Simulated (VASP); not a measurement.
# Be (Im-3m) in VASP: notebook

One crystal, Be, is run at these levels: PBE, revPBE; tasks: core levels, band structure.

Everything below comes from runs of VASP 6.6.1. Logs are shortened: lines on timing, memory, paths and dates and some standing lists are left out, and cuts for length are marked.

## Step 1: The crystal as given

The structure is cubic, space group Im-3m (No. 229). Conventional cell: a = 2.506 Å, b = 2.506 Å, c = 2.506 Å, α = 90.00°, β = 90.00°, γ = 90.00°. Around Be (site symmetry m-3m) lie 8 Be at 2.17 Å.

This isn't the form of Be at room conditions, which is hcp.

## Step 2: Core levels, PBE

The input, INCAR:

```
PREC = Accurate
ENCUT = 550
EDIFF = 1E-6
ISMEAR = -5
SIGMA = 0.05
LREAL = False
LASPH = True
NELM = 60
ALGO = Normal
ISIF = 2
LWAVE = False
LCHARG = False
GGA = PE
ICORELEVEL = 1
```

The input, KPOINTS:

```
regular mesh
0
Gamma
  15 15 15
```

The input, POSCAR:

```
Be
1.0
   -1.2531209513      1.2531209513      1.2531209513
    1.2531209513     -1.2531209513      1.2531209513
    1.2531209513      1.2531209513     -1.2531209513
Be
1
Cartesian
    0.0000000000      0.0000000000      0.0000000000
```

Potentials or basis: VASP PAW PBE potentials, release 64 (Be_GW).

Run with:

```console
cat potpaw_PBE.64/Be_GW/POTCAR > POTCAR
mpirun -np 1 vasp_std > vasp.out
```

OUTCAR:

```text
PREC = Accurate
   ENCUT = 550
   EDIFF = 1E-6
   ISMEAR = -5
   LREAL = False
   LASPH = True
   NELM = 60
   ISIF = 2
   GGA = PE

 ion  position               nearest neighbor table
   1  0.000  0.000  0.000-

  LATTYP: Found a body centered cubic cell.
 ALAT       =     2.5062419026

  Lattice vectors:

 A1 = (  -1.2531209513,   1.2531209513,   1.2531209513)
 A2 = (   1.2531209513,  -1.2531209513,   1.2531209513)
 A3 = (   1.2531209513,   1.2531209513,  -1.2531209513)

Analysis of symmetry for initial positions (statically):
=====================================================================
 Subroutine PRICEL returns:
 Original cell was already a primitive cell.

 Routine SETGRP: Setting up the symmetry group for a
 body centered cubic supercell.

 Subroutine GETGRP returns: Found 48 space group operations
 (whereof 48 operations were pure point group operations)
 out of a pool of 48 trial point group operations.

The static configuration has the point symmetry O_h .

Analysis of symmetry for dynamics (positions and initial velocities):
=====================================================================
 Subroutine PRICEL returns:
 Original cell was already a primitive cell.

 Routine SETGRP: Setting up the symmetry group for a
 body centered cubic supercell.

 Subroutine GETGRP returns: Found 48 space group operations
 (whereof 48 operations were pure point group operations)
 out of a pool of 48 trial point group operations.

The dynamic configuration has the point symmetry O_h .

 Subroutine INISYM returns: Found 48 space group operations
 (whereof 48 operations are pure point group operations),
 and found     1 'primitive' translations

----------------------------------------------------------------------------------------

                                     Primitive cell

  volume of cell :       7.8712

  direct lattice vectors                    reciprocal lattice vectors
    -1.253120951  1.253120951  1.253120951     0.000000000  0.399003783  0.399003783
     1.253120951 -1.253120951  1.253120951     0.399003783  0.000000000  0.399003783
     1.253120951  1.253120951 -1.253120951     0.399003783  0.399003783  0.000000000

  length of vectors
     2.170469156  2.170469156  2.170469156     0.564276561  0.564276561  0.564276561

  position of ions in fractional coordinates (direct lattice)
[... 101 lines left out ...]
   LSORBIT =      F    spin-orbit coupling
   LASPH  =      T    aspherical Exc in radial PAW
   ENCUT  =  550.0 eV  40.42 Ry    6.36 a.u.   4.15  4.15  4.15*2*pi/ulx,y,z
   NELM   =     60;   NELMIN=  2; NELMDL= -5     # of ELM steps
   EDIFF  = 0.1E-05   stopping-criterion for ELM
   LREAL  =      F    real-space projection
   EDIFFG = 0.1E-04   stopping-criterion for IOM
   NSW    =      0    number of steps for IOM
   IBRION =     -1    ionic relax: 0-MD 1-quasi-New 2-CG
   NFREE  =      0    steps in history (QN), initial steepest desc. (CG)
   ISIF   =      2    stress and relaxation
   ISYM   =      2    0-nonsym 1-usesym 2-fastsym
   POTIM  = 0.5000    time-step for ionic-motion
   TEBEG  =    0.0;   TEEND  =   0.0 temperature during run
   PSTRESS=    0.0 pullay stress
   NELECT =       2.0000    total number of electrons
   NUPDOWN=      -1.0000    fix difference up-down
   EMIN   =  10.00;   EMAX   =-10.00  energy-range for DOS
   EFERMI =   0.00;   METHOD = LEGACY
   ISMEAR =    -5;   SIGMA  =   0.05  broadening in eV -4-tet -1-fermi 0-gaus
   EFERMI_NEDOS =   21; number of points for ismear=-14 and -15
   IALGO  =     38    algorithm
   IMIX   =      4    mixing-type and parameters
     AMIX     =   0.40;   BMIX     =  1.00
     AMIX_MAG =   1.60;   BMIX_MAG =  1.00
  volume/ion in A,a.u.               =       7.87        53.12
  Fermi-wavevector in a.u.,A,eV,Ry     =   1.036904  1.959464 14.628572  1.075170
  Thomas-Fermi vector in A             =   2.171317
   LORBIT       =      0    0 simple, 1 ext, 2 COOP (PROOUT), +10 PAW based schemes
   GGA     = PE    functional components
   LHFCALC =     F    Hartree Fock is set to
   AEXX    =    0.0000 exact exchange contribution
   IVDW    =     0    specifies the selected vdW correction
   LEPSILON=     F    determine dielectric tensor
   LRPA    =     F    only Hartree local field effects (RPA)
 non-spin polarized calculation
 Fermi weights with tetrahedron method with Bloechl corrections
  energy-cutoff  :      550.00
  volume of cell :        7.87
 maximum number of plane-waves:       241
 NGX is ok and might be reduce to    18
   NGX =  9   NGY =  9   NGZ =  9

 number of electron       2.0000000 magnetization

 Free energy of the ion-electron system (eV)
  ---------------------------------------------------
  ext. energy  EPLUGINS =         0.00000000
  ---------------------------------------------------
  free energy    TOTEN  =        -3.61281035 eV

  energy without entropy =       -3.61281035  energy(sigma->0) =       -3.61281035

 the core state eigenenergies are
   1-  1s    -94.5338

 E-fermi :   6.5988     XC(G=0): -10.6263

 val. band max:        6.3721930152   @ k =   0.2667   0.2667   0.2000
 cond. band min:       6.2450982368   @ k =  -0.4000  -0.4000   0.2000
 fundamental gap:     -0.1270947784
 Fermi energy:         6.5987939545

 k-point     1 :       0.0000    0.0000    0.0000
  band No.  band energies     occupation
      1      -5.7830      2.00000
      2      25.7892      0.00000
      3      25.7892      0.00000
      4      25.7892      0.00000
      5      37.1923      0.00000
[... 281 lines left out ...]
 k-point    37 :       0.2667    0.1333    0.0667
  band No.  band energies     occupation

------------------------ aborting loop because EDIFF is reached ----------------------------------------

  FORCE on cell =-STRESS in cart. coord.  units (eV):
  Direction    XX          YY          ZZ          XY          YZ          ZX
  --------------------------------------------------------------------------------------
  -------------------------------------------------------------------------------------
  Total       -0.0257020     -0.0257020     -0.0257020      0.0000000      0.0000000      0.0000000
  in kB       -5.2316504     -5.2316504     -5.2316504      0.0000000      0.0000000      0.0000000
  external PRESSURE =      -5.2316504 kB  Pullay stress =       0.0000000 kB

 VOLUME and BASIS-vectors are now :
 -----------------------------------------------------------------------------
  energy-cutoff  :      550.00
  volume of cell :        7.87
      direct lattice vectors                 reciprocal lattice vectors
    -1.253120951  1.253120951  1.253120951     0.000000000  0.399003783  0.399003783
     1.253120951 -1.253120951  1.253120951     0.399003783  0.000000000  0.399003783
     1.253120951  1.253120951 -1.253120951     0.399003783  0.399003783  0.000000000

 POSITION                                       TOTAL-FORCE (eV/Angst)
 -----------------------------------------------------------------------------------
      0.00000      0.00000      0.00000         0.000000     -0.000000      0.000000
 -----------------------------------------------------------------------------------
    total drift:                               -0.000000     -0.000000     -0.000000

  FREE ENERGIE OF THE ION-ELECTRON SYSTEM (eV)
  ---------------------------------------------------
  free  energy   TOTEN  =        -3.6128103493 eV

  energy  without entropy=       -3.6128103493  energy(sigma->0) =       -3.61281035
```

OSZICAR:

```text
N       E                     dE             d eps       ncg     rms          rms(c)
DAV:   1    -0.220571319460E+01   -0.22057E+01   -0.11743E+03  1220   0.346E+02
DAV:   2    -0.362341560620E+01   -0.14177E+01   -0.13873E+01  1640   0.275E+01
DAV:   3    -0.363828656473E+01   -0.14871E-01   -0.14862E-01  1435   0.255E+00
DAV:   4    -0.363844749733E+01   -0.16093E-03   -0.16710E-03  1835   0.197E-01
DAV:   5    -0.363844858141E+01   -0.10841E-05   -0.10987E-05  1500   0.699E-03    0.696E-01
DAV:   6    -0.361975583544E+01    0.18693E-01   -0.19162E-03  1415   0.267E-01    0.418E-01
DAV:   7    -0.361281222202E+01    0.69436E-02   -0.19117E-03  1390   0.267E-01    0.207E-02
DAV:   8    -0.361281086737E+01    0.13547E-05   -0.40697E-06  1565   0.197E-02    0.561E-03
DAV:   9    -0.361281034930E+01    0.51806E-06   -0.50218E-07  1355   0.478E-03
   1 F= -.36128103E+01 E0= -.36128103E+01  d E =0.000000E+00
```

It took 5.8 s on 1 thread of AMD EPYC 7R13 (Zen 3), shared host; peak memory 0.09 GiB.

Results:

```
Free energy            : -3.6128 eV
Pressure               : -0.5 GPa
Band gap on the k mesh : none (metal or under the smearing width)
```

Levels at points of the mesh, in eV from the Fermi level:
```csv
k point,band 1,band 2,band 3,band 4
"(0.00, 0.00, 0.00)",-12.38,19.19,19.19,19.19
```

Core levels (eV, on the scale of the bands):
| atom | levels |
| --- | --- |
| 1 Be | 1s -94.5 |

Caveat: tetrahedron occupations give inexact forces and stress in metals.

## Step 3: Band structure, revPBE (volume scaled by 1.25)

The input, run.py:

```python
from ase.calculators.vasp import Vasp
from ase.dft.bandgap import bandgap
from ase.io import read

atoms = read('Be.cif')
calc = Vasp(
    directory='calc',
    xc='revpbe',
    pp='PBE',
    setups='recommended',
    prec='Accurate',
    encut=520,
    ediff=1e-07,
    ismear=-1,
    sigma=0.1,
    lreal=False,
    lasph=True,
    nelm=60,
    algo='Normal',
    isif=2,
    lwave=False,
    lcharg=True,
    kpts=[15, 15, 15],
    gamma=True,
)
atoms.calc = calc

print('energy (eV):', atoms.get_potential_energy())
print('free energy (eV):', atoms.get_potential_energy(force_consistent=True))
efermi = calc.get_fermi_level()
print('Fermi level (eV):', efermi)
path = atoms.cell.bandpath(npoints=40, eps=1e-4)
print('path:', path.path)
calc.set(kpts=path.kpts, reciprocal=True, icharg=11, isym=0, lcharg=False)
calc.calculate(atoms)
print('gap on the path (eV):', bandgap(calc, efermi=efermi)[0])
print('direct gap on the path (eV):', bandgap(calc, efermi=efermi, direct=True)[0])
```

The input, Be.cif:

```cif
data_Be
_cell_length_a 2.33806702
_cell_length_b 2.33806702
_cell_length_c 2.33806702
_cell_angle_alpha 109.47122063
_cell_angle_beta 109.47122063
_cell_angle_gamma 109.47122063
_space_group_name_H-M_alt 'P1'
_space_group_name_Hall 'P 1'
_space_group_IT_number 1
loop_
_space_group_symop_operation_xyz
'x,y,z'
loop_
_atom_site_label
_atom_site_type_symbol
_atom_site_symmetry_multiplicity
_atom_site_Wyckoff_symbol
_atom_site_fract_x
_atom_site_fract_y
_atom_site_fract_z
_atom_site_occupancy
Be1 Be 1 a 0.0000000000 0.0000000000 0.0000000000 1
```

Potentials or basis: VASP PAW PBE potentials, release 64 (Be).

Run with:

```console
python run.py
```

The program printed:

```text
energy (eV): -3.33834336
free energy (eV): -3.34289
Fermi level (eV): 6.05802905
path: GHNGPH,PN
gap on the path (eV): 0.0
direct gap on the path (eV): 0.0
```

OUTCAR:

```text
ENCUT = 520.000000
   EDIFF = 1.00e-07
   GGA = RE
   PREC = Accurate
   ICHARG = 11
   ISIF = 2
   ISMEAR = -1
   ISYM = 0
   NELM = 60
   LASPH = .TRUE.
   LREAL = .FALSE.

 ion  position               nearest neighbor table
   1  0.000  0.000  0.000-

IMPORTANT INFORMATION: All symmetrisations will be switched off!
NOSYMM: (Re-)initialisation of all symmetry stuff for point group C_1.

----------------------------------------------------------------------------------------

                                     Primitive cell

  volume of cell :       9.8390

  direct lattice vectors                    reciprocal lattice vectors
     2.338067020  0.000000000  0.000000000     0.427703736  0.151216106  0.261913979
    -0.779355673  2.204350726  0.000000000     0.000000000  0.453648318  0.261913979
    -0.779355673 -1.102175363  1.909023728     0.000000000  0.000000000  0.523827957

  length of vectors
     2.338067020  2.338067020  2.338067020     0.523827957  0.523827957  0.523827957

  position of ions in fractional coordinates (direct lattice)
     0.000000000  0.000000000  0.000000000

  ion indices of the primitive-cell ions
   primitive index   ion index
                 1           1

----------------------------------------------------------------------------------------

 KPOINTS: KPOINTS created by Atomic Simulation Env

Read explicit list of k-points.

 Found     40 k-points:

 Following reciprocal coordinates:
            Coordinates               Weight
  0.000000  0.000000  0.000000      0.025000
  0.062500 -0.062500  0.062500      0.025000
  0.125000 -0.125000  0.125000      0.025000
  0.187500 -0.187500  0.187500      0.025000
  0.250000 -0.250000  0.250000      0.025000
  0.312500 -0.312500  0.312500      0.025000
[... 32 lines left out ...]
  0.062500  0.062500  0.437500      0.025000
  0.000000  0.000000  0.500000      0.025000
   k-points           NKPTS =     40   k-points in BZ     NKDIM =     40   number of bands    NBANDS=      5
   number of dos      NEDOS =    301   number of ions     NIONS =      1
   total plane-waves  NPLWV =   5832
   dimension x,y,z NGX =    18 NGY =   18 NGZ =   18
   dimension x,y,z NGXF=    36 NGYF=   36 NGZF=   36
   ions per type =               1
   NGX,Y,Z   is equivalent  to a cutoff of  12.80, 12.80, 12.80 a.u.
   NGXF,Y,Z  is equivalent  to a cutoff of  25.60, 25.60, 25.60 a.u.
 SYSTEM =  unknown system
   PREC   = accura    normal or accurate (medium, high low for compatibility)
   ISTART =      0    job   : 0-new  1-cont  2-samecut
   ICHARG =     11    charge: 1-file 2-atom 10-const
   ISPIN  =      1    spin polarized calculation?
   LNONCOLLINEAR =      F non collinear calculations
   LSORBIT =      F    spin-orbit coupling
   LASPH  =      T    aspherical Exc in radial PAW
   ENCUT  =  520.0 eV  38.22 Ry    6.18 a.u.   4.35  4.35  4.35*2*pi/ulx,y,z
   NELM   =     60;   NELMIN=  2; NELMDL=  0     # of ELM steps
   EDIFF  = 0.1E-06   stopping-criterion for ELM
   LREAL  =      F    real-space projection
   EDIFFG = 0.1E-05   stopping-criterion for IOM
   NSW    =      0    number of steps for IOM
   IBRION =     -1    ionic relax: 0-MD 1-quasi-New 2-CG
   NFREE  =      0    steps in history (QN), initial steepest desc. (CG)
   ISIF   =      2    stress and relaxation
   ISYM   =      0    0-nonsym 1-usesym 2-fastsym
   POTIM  = 0.5000    time-step for ionic-motion
   TEBEG  =    0.0;   TEEND  =   0.0 temperature during run
   PSTRESS=    0.0 pullay stress
   NELECT =       2.0000    total number of electrons
   NUPDOWN=      -1.0000    fix difference up-down
   EMIN   =  10.00;   EMAX   =-10.00  energy-range for DOS
   EFERMI =   0.00;   METHOD = LEGACY
   ISMEAR =    -1;   SIGMA  =   0.10  broadening in eV -4-tet -1-fermi 0-gaus
   EFERMI_NEDOS =   21; number of points for ismear=-14 and -15
   IALGO  =     38    algorithm
   IMIX   =      4    mixing-type and parameters
     AMIX     =   0.40;   BMIX     =  1.00
     AMIX_MAG =   1.60;   BMIX_MAG =  1.00
  volume/ion in A,a.u.               =       9.84        66.40
  Fermi-wavevector in a.u.,A,eV,Ry     =   0.962576  1.819005 12.606521  0.926553
  Thomas-Fermi vector in A             =   2.092047
   LORBIT       =      0    0 simple, 1 ext, 2 COOP (PROOUT), +10 PAW based schemes
   GGA     = RE    functional components
   LHFCALC =     F    Hartree Fock is set to
   AEXX    =    0.0000 exact exchange contribution
   IVDW    =     0    specifies the selected vdW correction
   LEPSILON=     F    determine dielectric tensor
   LRPA    =     F    only Hartree local field effects (RPA)
 non-spin polarized calculation
  energy-cutoff  :      520.00
  volume of cell :        9.84
 maximum number of plane-waves:       276
 NGX is ok and might be reduce to    18

 number of electron       2.0000000 magnetization

 Free energy of the ion-electron system (eV)
  ---------------------------------------------------
  ext. energy  EPLUGINS =         0.00000000
  ---------------------------------------------------
  free energy    TOTEN  =        -2.11052822 eV

  energy without entropy =       -2.09182343  energy(sigma->0) =       -2.10117582

 E-fermi :   6.2751     XC(G=0):  -9.9177

 val. band max:        6.1415241250   @ k =   0.1000  -0.1000   0.5000
 cond. band min:       6.2775611075   @ k =   0.4062  -0.2188   0.4062
 fundamental gap:      0.1360369825
 Fermi energy:         6.2751262898

 k-point     1 :       0.0000    0.0000    0.0000
  band No.  band energies     occupation
      1      -4.7731      2.00000
      2      22.4401      0.00000
      3      22.4401      0.00000
      4      22.4401      0.00000
      5      32.7405      0.00000

 k-point     2 :       0.0625   -0.0625    0.0625
  band No.  band energies     occupation
      1      -4.5212      2.00000
      2      21.5337      0.00000
      3      21.5337      0.00000
      4      22.0474      0.00000
      5      30.6852      0.00000
[... 297 lines left out ...]
 k-point    40 :       0.0000    0.0000    0.5000
  band No.  band energies     occupation
      1       1.8174      2.00000
      2       5.9666      1.91258
      3      16.5221      0.00000
      4      19.3310      0.00000
      5      23.9497      0.00000

------------------------ aborting loop because EDIFF is reached ----------------------------------------

  FORCE on cell =-STRESS in cart. coord.  units (eV):
  Direction    XX          YY          ZZ          XY          YZ          ZX
  --------------------------------------------------------------------------------------
  -------------------------------------------------------------------------------------
  Total       -2.7370605     -5.8223481      8.8048018      0.6951279      0.1650184      1.5025564
  in kB     -445.7034608   -948.1122736   1433.7756209    113.1947620     26.8716239    244.6765783
  external PRESSURE =      13.3199622 kB  Pullay stress =       0.0000000 kB

 VOLUME and BASIS-vectors are now :
 -----------------------------------------------------------------------------
  energy-cutoff  :      520.00
  volume of cell :        9.84
      direct lattice vectors                 reciprocal lattice vectors
     2.338067020  0.000000000  0.000000000     0.427703736  0.151216106  0.261913979
    -0.779355673  2.204350726  0.000000000     0.000000000  0.453648318  0.261913979
    -0.779355673 -1.102175363  1.909023728     0.000000000  0.000000000  0.523827957

 POSITION                                       TOTAL-FORCE (eV/Angst)
 -----------------------------------------------------------------------------------
      0.00000      0.00000      0.00000         0.000000     -0.000000     -0.000000
 -----------------------------------------------------------------------------------
    total drift:                                0.000000     -0.000000     -0.000000

  FREE ENERGIE OF THE ION-ELECTRON SYSTEM (eV)
  ---------------------------------------------------
  free  energy   TOTEN  =        -2.1105282154 eV

  energy  without entropy=       -2.0918234299  energy(sigma->0) =       -2.10117582
```

INCAR:

```text
ENCUT = 520.000000
SIGMA = 0.100000
EDIFF = 1.00e-07
ALGO = Normal
GGA = RE
PREC = Accurate
ICHARG = 11
ISIF = 2
ISMEAR = -1
ISYM = 0
NELM = 60
LASPH = .TRUE.
LCHARG = .FALSE.
LWAVE = .FALSE.
LREAL = .FALSE.
```

Wall time 12 s (1 thread of AMD EPYC 7R13 (Zen 3), shared host); peak memory 0.08 GiB.

What came out:

```yaml
Band_gap_along_the_path: none (metal or under the smearing width)
```

Levels at the corners of the path, in eV from the Fermi level:
```tsv
point	band 1	band 2	band 3	band 4	band 5
Γ	-10.83	16.38	16.38	16.38	26.68
H	3.51	3.51	3.51	8.87	8.87
N	-4.24	-0.09	10.46	13.27	17.89
Γ	-10.83	16.38	16.38	16.38	26.68
P	0.75	0.75	0.75	6.66	31.27
H	3.51	3.51	3.51	8.87	8.87
P	0.75	0.75	0.75	6.66	31.27
N	-4.24	-0.09	10.46	13.27	17.89
```

Caveat: the log is that of the step along the path at fixed density, whose energy, stress, charges and moments have no meaning; the PAW data sets were made with another functional, which shifts forces and pressure a little.
